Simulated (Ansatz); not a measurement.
# Ni (P6_3/mmc) in Ansatz: reference runs

How does Ni come out in PBEsol? The cell is run as given and disturbed.

All numbers are computed with Ansatz 0.2.0; they aren't measurements. Logs are shortened: lines on timing, memory, paths and dates and some standing lists are left out, and cuts for length are marked.

## 1. The crystal as given

It takes space group P6_3/mmc (No. 194, hexagonal). Conventional cell: a = 2.448 Å, b = 2.448 Å, c = 4.073 Å, α = 90.00°, β = 90.00°, γ = 120.00°. Ni (site symmetry -6m2) is surrounded by 12 Ni at 2.45 to 2.48 Å.

This isn't the form of Ni at room conditions, which is fcc.

## 2. Single point, PBEsol, collinear spin, ferromagnetic start

Input file input.yaml:

```yaml
crystal:
  lattice:
    - [2.4480228978, 0.0, 0.0]
    - [-1.2240114489, 2.1200500186, 0.0]
    - [0.0, 0.0, 4.07280757]
  atoms:
    - { symbol: Ni, position: [0.6666666667, 0.3333333333, 0.75], spin: 1.0 }
    - { symbol: Ni, position: [0.3333333333, 0.6666666667, 0.25], spin: 1.0 }
hamiltonian:
  xc: pbesol
  pseudopotentials: { kind: paw }
magnetization:
  spin_polarized: true
kpoints:
  mp_grid: { grid: [12, 12, 7] }
scf:
  occupations: { method: fermi_dirac, width: 0.05 }
output:
  forces: true
  stress: true
  eigenvalues: true
  write_density: true
  write_potential: true
  elf: true
  volumetric_format: npy
```

Potentials or basis: Ansatz PAW.

Run with:

```
ansatz run input.yaml --threads 2 --pin off --max-ram 5632MiB --backend cpu --events-out ev --progress --plain --runs-dir out
```

The log of the run:

```text
Warning: RAYON_NUM_THREADS=2 ignored (pool sized by the plan → 2); use --threads N
Engine: ansatz 0.2.0, aarch64-unknown-linux-gnu
Pseudopotentials: kind: paw
Pseudopotential: Ni, paw, valence charge 18, recommended cutoff 420 eV (normal), Ni.paw.azcp
Functional definition: PBEsol
  exchange = pbesol_x
  correlation = pbesol_c
Crystal: 2 atoms, lattice volume = 21.138 Å³
Basis set: ecut = 420 eV, 391 PW (Γ), exchange–correlation on 36×36×60 points (8 copies of the dense FFT grid, shifted against one another)
Bands: 23, of which v1, the nominal top of the filled ones, is band 18 counted from 1 (17 counted from 0)
Symmetry: 24 space group operations
Space group: P63/mmc (ITA 194), of the structure as read, at distance tolerance 2.8e-5 Å
Magnetic group: BNS 194.263 (UNI 1493), of the structure as read, at distance tolerance 2.8e-5 Å
k-points: 76 of 1008
Non-local potential: Ni, projectors of the file, l = 0: 3, l = 1: 2, l = 2: 3, l = 3: 1
PAW form: soft (Blöchl's): semilocal exchange-correlation on the pseudo side does not see the compensation charge
PAW frozen core: Ni, regenerated for the run's functional, and the local potential with it (the file was generated under x = pbe(κ = 0.804, μ = 0.2195149727645171), c = pbe(β = 0.06672455060314922))
PAW one-centre angular grid: Ni, 590 points (default); XC on 64 Gauss nodes
Initial density: superposition of atomic densities (chi_scale 0.1, normalization cell)
Starting moments: Σ|m| = 2 μB on 2 of 2 sites
Initial wavefunctions: pseudopotential atomic-orbital guess
Functional: x = pbesol(κ = 0.804, μ = 0.12345679012345678), c = pbesol(β = 0.046)
SCF iter   1: F=—  HF=-11608.595437 eV  |F-HF|=—  |Δ(HF+E_count)|=         —  Δρ=6.30e-2 (↑5.42e-2 ↓6.30e-2)  dr2=1.74e0  dr2_m=1.32e-2  M=1.712 μB ∫|m|=1.809 μB  β_m=0.30  ethr=3.10e-3  ⟨swp⟩=5.0  Hψ=12952  notcnv=0
Mixer restart at iter 1: flushing history
preconditioner: auto → none  [metal: Δε(μ)=0.004 eV  Ē_g=9.626 eV  σ=0.050 eV  W_gap=0.02  n_scr=8 (ndim 8)  ℏωp=36.1 eV  f_vac=0.000  D(μ)=3.45/eV (n_scr^D=54)  sad-step TF]
SCF iter   2: F=—  HF=-11608.148781 eV  |F-HF|=—  |Δ(HF+E_count)|=   4.47e-1  Δρ=1.20e-2 (↑1.16e-2 ↓1.20e-2)  dr2=2.48e-2  dr2_m=8.68e-3  M=1.638 μB ∫|m|=1.748 μB  β_m=0.29  ethr=3.10e-3  ⟨swp⟩=2.6  Hψ=6611  notcnv=0  defer=24
SCF iter   3: F=—  HF=-11608.712955 eV  |F-HF|=—  |Δ(HF+E_count)|=   5.64e-1  Δρ=1.65e-2 (↑1.11e-2 ↓1.65e-2)  dr2=4.49e-2  dr2_m=8.78e-3  M=1.593 μB ∫|m|=1.714 μB  β_m=0.29  ethr=6.89e-5  ⟨swp⟩=2.0  Hψ=6070  notcnv=0  defer=24
SCF iter   4: F=—  HF=-11609.409348 eV  |F-HF|=—  |Δ(HF+E_count)|=   6.96e-1  Δρ=1.83e-2 (↑5.47e-3 ↓1.83e-2)  dr2=4.45e-2  dr2_m=1.75e-2  M=1.498 μB ∫|m|=1.635 μB  β_m=0.65  ethr=6.89e-5  ⟨swp⟩=2.5  Hψ=6847  notcnv=0  defer=24
SCF iter   5: F=—  HF=-11609.754431 eV  |F-HF|=—  |Δ(HF+E_count)|=   3.45e-1  Δρ=2.29e-2 (↑8.62e-3 ↓2.29e-2)  dr2=1.11e-1  dr2_m=1.32e-2  M=1.399 μB ∫|m|=1.545 μB  β_m=0.50  ethr=6.89e-5  ⟨swp⟩=2.0  Hψ=4362  notcnv=0  defer=24
SCF iter   6: F=—  HF=-11609.811920 eV  |F-HF|=—  |Δ(HF+E_count)|=   5.75e-2  Δρ=2.27e-3 (↑2.27e-3 ↓1.59e-3)  dr2=8.44e-4  dr2_m=2.83e-4  M=1.403 μB ∫|m|=1.546 μB  β_m=0.75  ethr=6.89e-5  ⟨swp⟩=2.3  Hψ=6380  notcnv=0  defer=24
SCF iter   7: F=—  HF=-11609.898527 eV  |F-HF|=—  |Δ(HF+E_count)|=   8.66e-2  Δρ=2.93e-3 (↑1.00e-3 ↓2.93e-3)  dr2=1.79e-3  dr2_m=2.69e-4  M=1.316 μB ∫|m|=1.472 μB  β_m=0.75  ethr=2.34e-6  ⟨swp⟩=2.1  Hψ=7718  notcnv=0  defer=29
SCF iter   8: F=—  HF=-11609.900830 eV  |F-HF|=—  |Δ(HF+E_count)|=   2.30e-3  Δρ=7.24e-4 (↑2.19e-4 ↓7.24e-4)  dr2=9.00e-5  dr2_m=2.34e-5  M=1.308 μB ∫|m|=1.466 μB  β_m=0.87  ethr=2.34e-6  ⟨swp⟩=2.1  Hψ=5296  notcnv=0  defer=29
SCF iter   9: F=—  HF=-11609.901031 eV  |F-HF|=—  |Δ(HF+E_count)|=   2.01e-4  Δρ=1.50e-4 (↑5.72e-5 ↓1.50e-4)  dr2=1.23e-6  dr2_m=2.00e-6  M=1.304 μB ∫|m|=1.463 μB  β_m=0.94  ethr=2.50e-7  ⟨swp⟩=2.1  Hψ=5225  notcnv=0  defer=30
SCF iter  10: F=—  HF=-11609.901030 eV  |F-HF|=—  |Δ(HF+E_count)|=   1.07e-7  Δρ=6.34e-5 (↑3.02e-5 ↓6.34e-5)  dr2=1.78e-7  dr2_m=4.10e-7  M=1.304 μB ∫|m|=1.463 μB  β_m=0.97  ethr=3.41e-9  ⟨swp⟩=2.3  Hψ=5556  notcnv=0  defer=30
SCF iter  11: F=—  HF=-11609.901030 eV  |F-HF|=—  |Δ(HF+E_count)|=   1.71e-8  Δρ=1.71e-5 (↑1.24e-5 ↓1.71e-5)  dr2=3.61e-9  dr2_m=4.20e-8  M=1.304 μB ∫|m|=1.463 μB  β_m=0.98  ethr=4.93e-10  ⟨swp⟩=2.2  Hψ=5029  notcnv=0  defer=30
SCF iter  12: F=-11609.901030 eV  HF=-11609.901030 eV  |F-HF|=1.58e-9  |Δ(HF+E_count)|=   1.35e-9  Δρ=3.08e-6 (↑1.18e-6 ↓3.08e-6)  dr2=1.98e-9  dr2_m=1.99e-10  M=1.304 μB ∫|m|=1.463 μB  ethr=1.00e-11  ⟨swp⟩=5.9  Hψ=19562  notcnv=0
SCF 1 converged in 12 iterations: F = -11609.901030 eV  dr2 = 1.98e-9
SCF converged after 12 iterations
Magnetization: 1.3040 μB (18.6520 up, 17.3480 down)
Absolute magnetization: 1.4641 μB (∫|ρ↑−ρ↓|, with the PAW one-centre terms)
Spin contamination: 0.0123 ħ² per cell (⟨S²⟩ above its minimum at these occupations)
Per-site moments (μB) at R_I (Å): [(0.686999152021381, 1.0098094453565998), (0.6869991520213807, 1.0098094453565998)]
Free energy (F): -11609.901030 eV
Harris-Foulkes:  -11609.901030 eV  (|F-HF|=1.58e-9)
Internal energy: -11609.866316 eV  (E = F + TS)
E sigma→0 (E₀):  -11609.883673 eV
Entropy (-TS):   -0.034715 eV (-17.357 meV/atom)
Fermi energy:    18.694299 eV
--- Per-component energies (eV) ---
  E_band       = -549.979346
  E_kinetic    = 565.691622
  E_local      = -6776.316497  (includes V_loc(G=0)·N_el)
  E_nonlocal   = 1272.156980
  E_hartree    = 2826.130855
  E_xc         = -169.394709
  E_vxc        = -219.240488  (∫ρ·V_xc dr)
  E_paw        = -3188.656357  (= ΣΔE_a)
  E_vpaw       = -1044.538315  (= ΣTr[D̂ρ^β])
  E_aug_tail   = 0.000972  (compensation charges beyond the density's cutoff)
  E_ewald      = -6139.873759
  E_core_change = 0.394578  (= ΣΔE_core)
  E_smearing   = -0.034715  (= −TS)
  E_closure    = -0.000000  (closes the sum)
  Σ components = -11609.901030   (vs F -11609.901030, Δ=0.00e0)
--- Forces (eV/Å), atoms counted from 1 ---
  atom   1  Ni     0.00000000    -0.00000000     0.00000000
  atom   2  Ni    -0.00000000     0.00000000     0.00000000
  max |Σ_I F_I| component: 9.25e-18 eV/Å
--- Stress (GPa, compression-positive) ---
       -1.692689      -0.000000       0.000000
       -0.000000      -1.692689       0.000000
        0.000000       0.000000      -5.703618
  P = ⅓ Tr σ = -3.0297 GPa (-30.297 kbar)
--- Band table (eV; the first three rows and the last of 152) ---
  k-point 0 ↑: bands = ["-84.7419", "-84.7062", "-45.3384", "-45.1715", "-45.1715", "-45.1399", "-45.1399", "-45.1051", "9.2898", "13.5607", "16.0659", "16.2290", "16.2290", "16.4969", "16.4969", "17.0123", "17.0123", "17.9582", "17.9582", "17.9811", "24.1886", "41.4964", "43.7402"]
  k-point 1 ↑: bands = ["-84.7401", "-84.7079", "-45.3270", "-45.1700", "-45.1700", "-45.1415", "-45.1415", "-45.1168", "9.4883", "13.4559", "16.0203", "16.1989", "16.1989", "16.4554", "16.4554", "17.1042", "17.1042", "17.2990", "17.9418", "17.9418", "25.3406", "41.2657", "41.9426"]
  k-point 2 ↑: bands = ["-84.7352", "-84.7129", "-45.2949", "-45.1656", "-45.1656", "-45.1494", "-45.1459", "-45.1459", "10.0688", "13.0005", "15.9039", "16.1604", "16.1604", "16.2759", "16.3545", "16.3545", "17.3152", "17.3152", "17.8792", "17.8792", "27.9002", "38.1201", "41.6995"]
  k-point 75 ↓: bands = ["-83.8385", "-83.8385", "-44.4956", "-44.4956", "-44.4673", "-44.4522", "-44.3396", "-44.3396", "15.5266", "15.5672", "15.5672", "15.6102", "16.3291", "16.3291", "17.4943", "17.7149", "18.7546", "18.7546", "24.4753", "24.4753", "25.4919", "26.7642", "28.2668"]
```

Run time: 3.9 s. Hardware: 2 threads of Arm Neoverse V2, shared host; peak memory 0.35 GiB.

Results:

| Item | Value |
| --- | --- |
| Free energy | -11609.9010 eV |
| Pressure | -3.0 GPa |
| Band gap on the k mesh | none (metal or under the smearing width) |
| Net moment | 1.30 μB per cell |
| Absolute moment | 1.46 μB per cell |
| Site moments | Ni +0.69 μB |

Levels at points of the mesh, in eV from the Fermi level:
Spin up:
| k point | band 15 | band 16 | band 17 | band 18 | band 19 | band 20 | band 21 | band 22 | band 23 |
| --- | --- | --- | --- | --- | --- | --- | --- | --- | --- |
| (0.00, 0.00, 0.00) | -2.20 | -1.68 | -1.68 | -0.74 | -0.74 | -0.71 | 5.49 | 22.80 | 25.05 |
| (0.00, -0.50, 0.00) | -2.19 | -0.61 | -0.57 | -0.49 | 1.15 | 3.09 | 9.29 | 9.83 | 12.41 |
Spin down:
| k point | band 15 | band 16 | band 17 | band 18 | band 19 | band 20 | band 21 | band 22 |
| --- | --- | --- | --- | --- | --- | --- | --- | --- |
| (0.00, 0.00, 0.00) | -1.48 | -0.99 | -0.99 | -0.74 | 0.00 | 0.00 | 5.94 | 22.71 |
| (0.00, -0.50, 0.00) | -1.50 | 0.18 | 0.19 | 0.32 | 1.66 | 3.49 | 9.43 | 9.97 |

Caveat: the PAW data sets come from PBE, with cores solved anew for the run's functional, which leaves a small shift of forces and pressure.

## 3. Single point, PBEsol, collinear spin, ferromagnetic start (atoms moved at random, drawn with an rms of 0.05 Å)

Input file input.yaml:

```yaml
crystal:
  lattice:
    - [2.4480228978, 0.0, 0.0]
    - [-1.2240114489, 2.1200500186, 0.0]
    - [0.0, 0.0, 4.07280757]
  atoms:
    - { symbol: Ni, position: [0.67277, 0.335479, 0.755409], spin: 1.0 }
    - { symbol: Ni, position: [0.342177, 0.658358, 0.244472], spin: 1.0 }
hamiltonian:
  xc: pbesol
  pseudopotentials: { kind: paw }
magnetization:
  spin_polarized: true
kpoints:
  mp_grid: { grid: [12, 12, 7] }
scf:
  occupations: { method: fermi_dirac, width: 0.05 }
output:
  forces: true
  stress: true
  eigenvalues: true
```

Potentials or basis: Ansatz PAW.

Run with:

```
ansatz run input.yaml --threads 2 --pin off --max-ram 5632MiB --backend cpu --events-out ev --progress --plain --runs-dir out
```

The log of the run:

```text
Warning: RAYON_NUM_THREADS=2 ignored (pool sized by the plan → 2); use --threads N
[... 6 set-up lines as earlier in the session ...]
Crystal: 2 atoms, lattice volume = 21.138 Å³
Basis set: ecut = 420 eV, 391 PW (Γ), exchange–correlation on 36×36×60 points (8 copies of the dense FFT grid, shifted against one another)
Bands: 23, of which v1, the nominal top of the filled ones, is band 18 counted from 1 (17 counted from 0)
Symmetry: 2 space group operations
Space group: P-1 (ITA 2), of the structure as read, at distance tolerance 2.8e-5 Å
Magnetic group: BNS 2.4 (UNI 4), of the structure as read, at distance tolerance 2.8e-5 Å
k-points: 506 of 1008
[... 5 set-up lines as earlier in the session ...]
Starting moments: Σ|m| = 2 μB on 2 of 2 sites
[... 2 set-up lines as earlier in the session ...]
SCF iter   1: F=—  HF=-11608.582243 eV  |F-HF|=—  |Δ(HF+E_count)|=         —  Δρ=6.33e-2 (↑5.39e-2 ↓6.33e-2)  dr2=1.74e0  dr2_m=1.37e-2  M=1.715 μB ∫|m|=1.812 μB  β_m=0.30  ethr=3.10e-3  ⟨swp⟩=5.1  Hψ=85999  notcnv=0
Mixer restart at iter 1: flushing history
preconditioner: auto → none  [metal: Δε(μ)=0.001 eV  Ē_g=9.636 eV  σ=0.050 eV  W_gap=0.00  n_scr=8 (ndim 8)  ℏωp=36.1 eV  f_vac=0.000  D(μ)=3.45/eV (n_scr^D=54)  sad-step TF]
SCF iter   2: F=—  HF=-11608.133607 eV  |F-HF|=—  |Δ(HF+E_count)|=   4.49e-1  Δρ=1.23e-2 (↑1.17e-2 ↓1.23e-2)  dr2=3.11e-2  dr2_m=9.04e-3  M=1.636 μB ∫|m|=1.747 μB  β_m=0.29  ethr=3.10e-3  ⟨swp⟩=2.6  Hψ=44086  notcnv=0  defer=147
SCF iter   3: F=—  HF=-11608.701541 eV  |F-HF|=—  |Δ(HF+E_count)|=   5.68e-1  Δρ=1.66e-2 (↑1.11e-2 ↓1.66e-2)  dr2=4.54e-2  dr2_m=8.91e-3  M=1.593 μB ∫|m|=1.714 μB  β_m=0.29  ethr=8.65e-5  ⟨swp⟩=2.0  Hψ=38458  notcnv=0  defer=147
SCF iter   4: F=—  HF=-11609.379865 eV  |F-HF|=—  |Δ(HF+E_count)|=   6.78e-1  Δρ=1.81e-2 (↑5.56e-3 ↓1.81e-2)  dr2=4.41e-2  dr2_m=1.68e-2  M=1.502 μB ∫|m|=1.639 μB  β_m=0.53  ethr=8.65e-5  ⟨swp⟩=2.7  Hψ=45495  notcnv=0  defer=147
SCF iter   5: F=—  HF=-11609.727628 eV  |F-HF|=—  |Δ(HF+E_count)|=   3.48e-1  Δρ=1.63e-2 (↑5.99e-3 ↓1.63e-2)  dr2=5.50e-2  dr2_m=7.83e-3  M=1.415 μB ∫|m|=1.559 μB  β_m=0.52  ethr=8.65e-5  ⟨swp⟩=2.1  Hψ=37578  notcnv=0  defer=147
SCF iter   6: F=—  HF=-11609.855470 eV  |F-HF|=—  |Δ(HF+E_count)|=   1.28e-1  Δρ=1.88e-3 (↑9.68e-4 ↓1.88e-3)  dr2=1.74e-3  dr2_m=1.92e-4  M=1.372 μB ∫|m|=1.520 μB  β_m=0.57  ethr=8.65e-5  ⟨swp⟩=2.4  Hψ=42954  notcnv=0  defer=147
[... 15 lines left out ...]
Per-site moments (μB) at R_I (Å): [(0.688096507144197, 1.0008467397036267), (0.6880965071441972, 1.0008467397036267)]
Free energy (F): -11609.891251 eV
Harris-Foulkes:  -11609.891251 eV  (|F-HF|=3.86e-10)
Internal energy: -11609.856694 eV  (E = F + TS)
E sigma→0 (E₀):  -11609.873973 eV
Entropy (-TS):   -0.034556 eV (-17.278 meV/atom)
Fermi energy:    18.695083 eV
--- Per-component energies (eV) ---
  E_band       = -550.040817
  E_kinetic    = 565.736837
  E_local      = -6781.425731  (includes V_loc(G=0)·N_el)
  E_nonlocal   = 1272.166650
  E_hartree    = 2828.635323
  E_xc         = -169.408758
  E_vxc        = -219.259107  (∫ρ·V_xc dr)
  E_paw        = -3188.656119  (= ΣΔE_a)
  E_vpaw       = -1044.533560  (= ΣTr[D̂ρ^β])
  E_aug_tail   = 0.000964  (compensation charges beyond the density's cutoff)
  E_ewald      = -6137.300437
  E_core_change = 0.394578  (= ΣΔE_core)
  E_smearing   = -0.034556  (= −TS)
  E_closure    = -0.000000  (closes the sum)
  Σ components = -11609.891251   (vs F -11609.891251, Δ=0.00e0)
--- Forces (eV/Å), atoms counted from 1 ---
  atom   1  Ni     0.03944534    -0.04203309    -0.40234750
  atom   2  Ni    -0.03944534     0.04203309     0.40234750
  max |Σ_I F_I| component: 0.00e0 eV/Å
--- Stress (GPa, compression-positive) ---
       -1.136356      -0.312347      -0.103038
       -0.312347      -1.829492       0.108993
       -0.103038       0.108993      -5.213313
  P = ⅓ Tr σ = -2.7264 GPa (-27.264 kbar)
--- Band table (eV; the first three rows and the last of 1012) ---
  k-point 0 ↑: bands = ["-84.7438", "-84.7073", "-45.3430", "-45.1799", "-45.1653", "-45.1450", "-45.1358", "-45.1071", "9.2889", "13.5557", "16.0619", "16.2174", "16.2346", "16.4755", "16.5003", "16.9706", "17.0629", "17.9291", "17.9866", "17.9907", "24.1783", "41.4897", "43.7487"]
  k-point 1 ↑: bands = ["-84.7420", "-84.7090", "-45.3317", "-45.1783", "-45.1640", "-45.1466", "-45.1372", "-45.1186", "9.4872", "13.4516", "16.0148", "16.1883", "16.2031", "16.4353", "16.4612", "17.0623", "17.1500", "17.3093", "17.9188", "17.9648", "25.3310", "41.2686", "41.9463"]
  k-point 2 ↑: bands = ["-84.7373", "-84.7138", "-45.3002", "-45.1738", "-45.1602", "-45.1513", "-45.1504", "-45.1411", "10.0667", "12.9990", "15.8846", "16.1541", "16.1599", "16.2950", "16.3373", "16.3628", "17.2779", "17.3509", "17.8713", "17.8888", "27.8888", "38.1327", "41.6967"]
  k-point 505 ↓: bands = ["-83.8445", "-83.8416", "-44.5559", "-44.5460", "-44.3706", "-44.3633", "-44.3550", "-44.3475", "14.1412", "14.3310", "15.5331", "15.7369", "17.5422", "17.8990", "18.0105", "18.7321", "18.9422", "18.9802", "19.6343", "20.6562", "26.0306", "26.1770", "36.5094"]
```

It took 23 s on 2 threads of Arm Neoverse V2, shared host; peak memory 0.65 GiB.

What came out:

* Free energy: -11609.8913 eV
* Pressure: -2.7 GPa
* Largest force: 0.406 eV/Å
* Band gap on the k mesh: none (metal or under the smearing width)
* Net moment: 1.31 μB per cell
* Absolute moment: 1.46 μB per cell
* Site moments: Ni +0.69 μB

Forces on the atoms (eV/Å):
```
Ni   0.039 -0.042 -0.402
Ni  -0.039  0.042  0.402
```

Caveat: the PAW data sets come from PBE, with cores solved anew for the run's functional, which leaves a small shift of forces and pressure.
